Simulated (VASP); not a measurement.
# Cu3Au (Auricupride) (Pm-3m) in VASP: settings compared

One crystal, Cu3Au (Auricupride), is run at these levels: LDA, AM05; tasks: relaxation of cell and atoms.

Program: VASP 6.6.1. These are calculated values, not measurements. Logs are shortened: lines on timing, memory, paths and dates and some standing lists are left out, and cuts for length are marked.

### 1 Starting point

The structure is cubic, space group Pm-3m (No. 221). Conventional cell: a = 3.740 Å, b = 3.740 Å, c = 3.740 Å, α = 90.00°, β = 90.00°, γ = 90.00°. Cu (site symmetry 4/mmm) is surrounded by 8 Cu at 2.64 Å and 4 Au at 2.64 Å. Around Au (site symmetry m-3m) lie 12 Cu at 2.64 Å.

### 2 Relaxation of cell and atoms, LDA

File INCAR:

```
SYSTEM = Cu3Au
PREC = Accurate
ENCUT = 600
EDIFF = 1E-6
ISMEAR = 1
SIGMA = 0.1
LREAL = .False.
LASPH = .True.
NELM = 80
ALGO = Normal
ISIF = 3
LWAVE = .False.
LCHARG = .False.
GGA = CA
IBRION = 2
NSW = 90
EDIFFG = -0.01
```

File KPOINTS:

```
regular mesh
0
Gamma
  10 10 10
  0 0 0
```

File POSCAR:

```
Cu3Au
1.0
    3.7400000000      0.0000000000      0.0000000000
    0.0000000000      3.7400000000      0.0000000000
    0.0000000000      0.0000000000      3.7400000000
Cu Au
3 1
Direct
    0.0000000000      0.5000000000      0.5000000000
    0.5000000000      0.0000000000      0.5000000000
    0.5000000000      0.5000000000      0.0000000000
    0.0000000000      0.0000000000      0.0000000000
```

Potentials or basis: VASP PAW LDA potentials, release 64 (Cu, Au).

Command:

```console
> cat potpaw_LDA.64/Cu/POTCAR potpaw_LDA.64/Au/POTCAR > POTCAR
> mpirun -np 1 vasp_std > vasp.out
```

OUTCAR:

```text
SYSTEM = Cu3Au
   PREC = Accurate
   ENCUT = 600
   EDIFF = 1E-6
   ISMEAR = 1
   LREAL = .False.
   LASPH = .True.
   NELM = 80
   ISIF = 3
   GGA = CA
   IBRION = 2
   NSW = 90
   EDIFFG = -0.01

 ion  position               nearest neighbor table
   1  0.000  0.500  0.500-   2 2.64   3 2.64   4 2.64   3 2.64   4 2.64   2 2.64   4 2.64   4 2.64
                             2 2.64   3 2.64   3 2.64   2 2.64
   2  0.500  0.000  0.500-   1 2.64   3 2.64   4 2.64   3 2.64   4 2.64   1 2.64   3 2.64   3 2.64
                             1 2.64   4 2.64   4 2.64   1 2.64
   3  0.500  0.500  0.000-   1 2.64   2 2.64   4 2.64   1 2.64   2 2.64   2 2.64   4 2.64   2 2.64
                             1 2.64   4 2.64   1 2.64   4 2.64
   4  0.000  0.000  0.000-   1 2.64   2 2.64   3 2.64   1 2.64   2 2.64   1 2.64   3 2.64   1 2.64
                             2 2.64   3 2.64   2 2.64   3 2.64

  LATTYP: Found a simple cubic cell.
 ALAT       =     3.7400000000

  Lattice vectors:

 A1 = (   3.7400000000,   0.0000000000,   0.0000000000)
 A2 = (   0.0000000000,   3.7400000000,   0.0000000000)
 A3 = (   0.0000000000,   0.0000000000,   3.7400000000)

Analysis of symmetry for initial positions (statically):
=====================================================================
 Subroutine PRICEL returns:
 Original cell was already a primitive cell.

 Routine SETGRP: Setting up the symmetry group for a
 simple cubic supercell.

 Subroutine GETGRP returns: Found 48 space group operations
 (whereof 48 operations were pure point group operations)
 out of a pool of 48 trial point group operations.

The static configuration has the point symmetry O_h .

Analysis of symmetry for dynamics (positions and initial velocities):
=====================================================================
 Subroutine PRICEL returns:
 Original cell was already a primitive cell.

 Routine SETGRP: Setting up the symmetry group for a
 simple cubic supercell.

 Subroutine GETGRP returns: Found 48 space group operations
 (whereof 48 operations were pure point group operations)
 out of a pool of 48 trial point group operations.

The dynamic configuration has the point symmetry O_h .

 Subroutine INISYM returns: Found 48 space group operations
 (whereof 48 operations are pure point group operations),
 and found     1 'primitive' translations

[... 99 lines left out ...]
   LREAL  =      F    real-space projection
   EDIFFG = -.1E-01   stopping-criterion for IOM
   NSW    =     90    number of steps for IOM
   IBRION =      2    ionic relax: 0-MD 1-quasi-New 2-CG
   NFREE  =      1    steps in history (QN), initial steepest desc. (CG)
   ISIF   =      3    stress and relaxation
   ISYM   =      2    0-nonsym 1-usesym 2-fastsym
   POTIM  = 0.5000    time-step for ionic-motion
   TEBEG  =    0.0;   TEEND  =   0.0 temperature during run
   PSTRESS=    0.0 pullay stress
   NELECT =      44.0000    total number of electrons
   NUPDOWN=      -1.0000    fix difference up-down
   EMIN   =  10.00;   EMAX   =-10.00  energy-range for DOS
   EFERMI =   0.00;   METHOD = LEGACY
   ISMEAR =     1;   SIGMA  =   0.10  broadening in eV -4-tet -1-fermi 0-gaus
   EFERMI_NEDOS =   21; number of points for ismear=-14 and -15
   IALGO  =     38    algorithm
   IMIX   =      4    mixing-type and parameters
     AMIX     =   0.40;   BMIX     =  1.00
     AMIX_MAG =   1.60;   BMIX_MAG =  1.00
  volume/ion in A,a.u.               =      13.08        88.26
  Fermi-wavevector in a.u.,A,eV,Ry     =   1.545328  2.920247 32.491255  2.388040
  Thomas-Fermi vector in A             =   2.650723
   LORBIT       =      0    0 simple, 1 ext, 2 COOP (PROOUT), +10 PAW based schemes
   GGA     = CA    functional components
   LHFCALC =     F    Hartree Fock is set to
   AEXX    =    0.0000 exact exchange contribution
   IVDW    =     0    specifies the selected vdW correction
   LEPSILON=     F    determine dielectric tensor
   LRPA    =     F    only Hartree local field effects (RPA)
 conjugate gradient relaxation of ions
 non-spin polarized calculation
 Methfessel and Paxton  Order N= 1 SIGMA  =   0.10
  energy-cutoff  :      600.00
  volume of cell :       52.31
 maximum number of plane-waves:      1771
 NGX is ok and might be reduce to    30
   NGX = 15   NGY = 15   NGZ = 15

--------------------------------------- Ionic step        1  -------------------------------------------

 number of electron      44.0000069 magnetization

 Free energy of the ion-electron system (eV)
  ---------------------------------------------------
  ext. energy  EPLUGINS =         0.00000000
  ---------------------------------------------------
  free energy    TOTEN  =       -18.66508622 eV

  energy without entropy =      -18.66157174  energy(sigma->0) =      -18.66391473

------------------------ aborting loop because EDIFF is reached ----------------------------------------

  FORCE on cell =-STRESS in cart. coord.  units (eV):
  Direction    XX          YY          ZZ          XY          YZ          ZX
  --------------------------------------------------------------------------------------
  -------------------------------------------------------------------------------------
  Total       -2.7620894     -2.7620894     -2.7620894     -0.0000000     -0.0000000     -0.0000000
  in kB      -84.5928200    -84.5928200    -84.5928200     -0.0000000     -0.0000000     -0.0000000
  external PRESSURE =     -84.5928200 kB  Pullay stress =       0.0000000 kB
[... 63 lines left out ...]
--------------------------------------- Ionic step        3  -------------------------------------------

 number of electron      44.0000008 magnetization

 Free energy of the ion-electron system (eV)
  ---------------------------------------------------
  ext. energy  EPLUGINS =         0.00000000
  ---------------------------------------------------
  free energy    TOTEN  =       -18.74107444 eV

  energy without entropy =      -18.73890735  energy(sigma->0) =      -18.74035207

 E-fermi :   8.8600     XC(G=0): -13.3833

 val. band max:        8.8487723147   @ k =   0.4000   0.4000   0.3000
 cond. band min:       8.8816859634   @ k =   0.4000   0.4000   0.0000
 fundamental gap:      0.0329136487
 Fermi energy:         8.8600457153

 k-point     1 :       0.0000    0.0000    0.0000
  band No.  band energies     occupation
      1      -1.2827      2.00000
      2       2.0232      2.00000
      3       2.0232      2.00000
      4       2.9052      2.00000
      5       2.9052      2.00000
      6       2.9052      2.00000
[... 685 lines left out ...]
     25      16.4020      0.00000
     26      16.5095      0.00000

 [... further k-points ...]
[... 5 lines left out ...]
  --------------------------------------------------------------------------------------
  -------------------------------------------------------------------------------------
  Total       -0.0317585     -0.0317585     -0.0317585     -0.0000000     -0.0000000      0.0000000
  in kB       -1.0250554     -1.0250554     -1.0250554     -0.0000000     -0.0000000      0.0000000
  external PRESSURE =      -1.0250554 kB  Pullay stress =       0.0000000 kB
[... 19 lines left out ...]
  FREE ENERGIE OF THE ION-ELECTRON SYSTEM (eV)
  ---------------------------------------------------
  free  energy   TOTEN  =       -18.7410744385 eV

  energy  without entropy=      -18.7389073452  energy(sigma->0) =      -18.74035207

 reached required accuracy - stopping structural energy minimisation
```

CONTCAR:

```text
Cu3Au
   1.00000000000000
     3.6751449821069841    0.0000000000000000   -0.0000000000000000
    -0.0000000000000000    3.6751449821069841    0.0000000000000000
     0.0000000000000000   -0.0000000000000000    3.6751449821069841
  Cu              Au
     3     1
Direct
     0.0000000000000000    0.5000000000000000    0.5000000000000000
     0.5000000000000000    0.0000000000000000    0.5000000000000000
     0.5000000000000000    0.5000000000000000    0.0000000000000000
     0.0000000000000000    0.0000000000000000    0.0000000000000000

  0.00000000E+00  0.00000000E+00  0.00000000E+00
  0.00000000E+00  0.00000000E+00  0.00000000E+00
  0.00000000E+00  0.00000000E+00  0.00000000E+00
  0.00000000E+00  0.00000000E+00  0.00000000E+00
```

Run time: 3.9 min. Hardware: 1 thread of Intel Xeon Platinum 8259CL at 2.50GHz (Skylake/Cascade Lake), shared host; peak memory 0.22 GiB.

Results:

- Free energy: -18.7411 eV
- Relaxed volume: 12.41 Å³/atom
- Relaxed cell: a = 3.675 Å, b = 3.675 Å, c = 3.675 Å, α = 90.00°, β = 90.00°, γ = 90.00°
- Space group after relaxing (to 0.05 Å): Pm-3m (No. 221)
- Energy gained by relaxing: 19.0 meV/atom
- Ionic steps: 3
- Pressure after relaxing: -0.1 GPa
- Band gap on the k mesh: none (metal or under the smearing width)

The path:
```
step  energy change (eV)  largest force (eV/Å)  pressure (GPa)  volume (Å³)
   1              0.0000                0.0000           -8.46        52.31
   2             -0.0026                0.0000           10.46        47.26
   3             -0.0760                0.0000           -0.10        49.64
```

Final structure:
```
Cu Au
1.0
     3.67514    0.00000    0.00000
     0.00000    3.67514    0.00000
     0.00000    0.00000    3.67514
Cu Au
3 1
Direct
  0.00000 0.50000 0.50000
  0.50000 0.00000 0.50000
  0.50000 0.50000 0.00000
  0.00000 0.00000 0.00000
```

Levels at points of the mesh, in eV from the Fermi level:
```
           k point  band 20  band 21  band 22  band 23  band 24  band 25
(0.00, 0.00, 0.00)    -1.41    -1.41     1.19     1.19     1.19     6.42
(0.50, 0.00, 0.00)    -2.05    -1.61    -1.42     5.99     5.99     6.83
(0.50, 0.50, 0.00)    -2.29    -0.53    -0.53    -0.37     0.45     8.85
(0.50, 0.50, 0.50)    -1.66    -1.25    -1.21    -1.21    -1.21     2.74
```

### 3 Relaxation of cell and atoms, LDA

This run uses another cell than the first one, of 12.41 Å³/atom, 0.949 times its volume.

INCAR: that of step 2 with these lines changed.

```diff
@@ -3,3 +3,3 @@
 ENCUT = 600
-EDIFF = 1E-6
+EDIFF = 1E-7
 ISMEAR = 1
@@ -16,2 +16,2 @@
 NSW = 90
-EDIFFG = -0.01
+EDIFFG = -0.005
```

KPOINTS is that of step 2.

File POSCAR:

```
Cu3Au                                   
1.0
    3.6751449821      0.0000000000     -0.0000000000
   -0.0000000000      3.6751449821      0.0000000000
    0.0000000000     -0.0000000000      3.6751449821
  Cu              Au            
     3     1
Direct
     0.0000000000000000    0.5000000000000000    0.5000000000000000
     0.5000000000000000    0.0000000000000000    0.5000000000000000
     0.5000000000000000    0.5000000000000000    0.0000000000000000
     0.0000000000000000    0.0000000000000000    0.0000000000000000
```

Potentials or basis: VASP PAW LDA potentials, release 64 (Cu, Au).

Command:

```console
> cat potpaw_LDA.64/Cu/POTCAR potpaw_LDA.64/Au/POTCAR > POTCAR
> mpirun -np 1 vasp_std > vasp.out
```

Run time: 88 s. Hardware: 1 thread of Intel Xeon Platinum 8259CL at 2.50GHz (Skylake/Cascade Lake), shared host; peak memory 0.2 GiB.

Results (log left out):

```yaml
Free_energy: -18.7403 eV
Pressure_after_relaxing: 0.0 GPa
Band_gap_on_the_k_mesh: none (metal or under the smearing width)
```

Final structure:
```cif
data_structure
_symmetry_space_group_name_H-M 'P 1'
_symmetry_Int_Tables_number 1
_cell_length_a 3.6751
_cell_length_b 3.6751
_cell_length_c 3.6751
_cell_angle_alpha 90.000
_cell_angle_beta 90.000
_cell_angle_gamma 90.000
_cell_volume 49.64
loop_
_atom_site_label
_atom_site_type_symbol
_atom_site_fract_x
_atom_site_fract_y
_atom_site_fract_z
_atom_site_occupancy
Cu1 Cu 0.00000 0.50000 0.50000 1
Cu2 Cu 0.50000 0.00000 0.50000 1
Cu3 Cu 0.50000 0.50000 0.00000 1
Au1 Au 0.00000 0.00000 0.00000 1
```

Levels at points of the mesh, in eV from the Fermi level:
```csv
k point,band 20,band 21,band 22,band 23,band 24,band 25
"(0.00, 0.00, 0.00)",-1.41,-1.41,1.19,1.19,1.19,6.42
"(0.50, 0.00, 0.00)",-2.05,-1.61,-1.42,5.99,5.99,6.83
"(0.50, 0.50, 0.00)",-2.29,-0.53,-0.53,-0.37,0.45,8.85
"(0.50, 0.50, 0.50)",-1.66,-1.25,-1.21,-1.21,-1.21,2.74
```

Caveat: the relaxation stopped at its first step, so nothing moved.

### 4 Relaxation of cell and atoms, AM05

File INCAR:

```
ALGO = Normal ; EDIFF = 1E-6
EDIFFG = -0.01 ; ENCUT = 600
GGA = AM ; IBRION = 2
ISIF = 3 ; ISMEAR = 1
LASPH = True ; LCHARG = False
LREAL = False ; LWAVE = False
NELM = 80 ; NSW = 90
PREC = Accurate ; SIGMA = 0.1
```

File KPOINTS:

```
k-points
0
Gamma
  10 10 10
```

File POSCAR:

```
Cu3Au
1.0
    3.7400000000      0.0000000000      0.0000000000
    0.0000000000      3.7400000000      0.0000000000
    0.0000000000      0.0000000000      3.7400000000
Cu Au
3 1
Direct
    0.0000000000      0.5000000000      0.5000000000
    0.5000000000      0.0000000000      0.5000000000
    0.5000000000      0.5000000000      0.0000000000
    0.0000000000      0.0000000000      0.0000000000
```

Potentials or basis: VASP PAW PBE potentials, release 64 (Cu, Au).

Command:

```console
> cat potpaw_PBE.64/Cu/POTCAR potpaw_PBE.64/Au/POTCAR > POTCAR
> mpirun -np 1 vasp_std > vasp.out
```

Wall time 3.4 min (1 thread of Intel Xeon Platinum 8259CL at 2.50GHz (Skylake/Cascade Lake), shared host); peak memory 0.24 GiB.

It converged, with:

```yaml
Free_energy: -15.9898 eV
Relaxed_volume: 12.77 Å³/atom
Relaxed_cell: a = 3.710 Å, b = 3.710 Å, c = 3.710 Å, α = 90.00°, β = 90.00°, γ = 90.00°
Space_group_after_relaxing_to_0.05_Å: Pm-3m (No. 221)
Energy_gained_by_relaxing: 3.6 meV/atom
Ionic_steps: 3
Pressure_after_relaxing: 0.0 GPa
Band_gap_on_the_k_mesh: none (metal or under the smearing width)
```

The path:
| step | energy change (eV) | largest force (eV/Å) | pressure (GPa) | volume (Å³) |
| --- | --- | --- | --- | --- |
| 1 | 0.0000 | 0.0000 | -3.60 | 52.31 |
| 2 | -0.0046 | 0.0000 | 3.47 | 50.12 |
| 3 | -0.0145 | 0.0000 | 0.02 | 51.08 |

Final structure:
```yaml
crystal:
  lattice:
    - [3.71025, 0.00000, 0.00000]
    - [0.00000, 3.71025, 0.00000]
    - [0.00000, 0.00000, 3.71025]
  atoms:
    - { symbol: Cu, position: [0.00000, 0.50000, 0.50000] }
    - { symbol: Cu, position: [0.50000, 0.00000, 0.50000] }
    - { symbol: Cu, position: [0.50000, 0.50000, 0.00000] }
    - { symbol: Au, position: [0.00000, 0.00000, 0.00000] }
```

Levels at points of the mesh, in eV from the Fermi level:
```csv
k point,band 20,band 21,band 22,band 23,band 24,band 25
"(0.00, 0.00, 0.00)",-1.37,-1.37,1.22,1.22,1.22,6.19
"(0.50, 0.00, 0.00)",-1.94,-1.53,-1.37,5.90,5.90,6.71
"(0.50, 0.50, 0.00)",-2.17,-0.49,-0.49,-0.37,0.41,8.72
"(0.50, 0.50, 0.50)",-1.59,-1.19,-1.16,-1.16,-1.16,2.61
```

Caveat: the PAW data sets were made with another functional, which shifts forces and pressure a little.
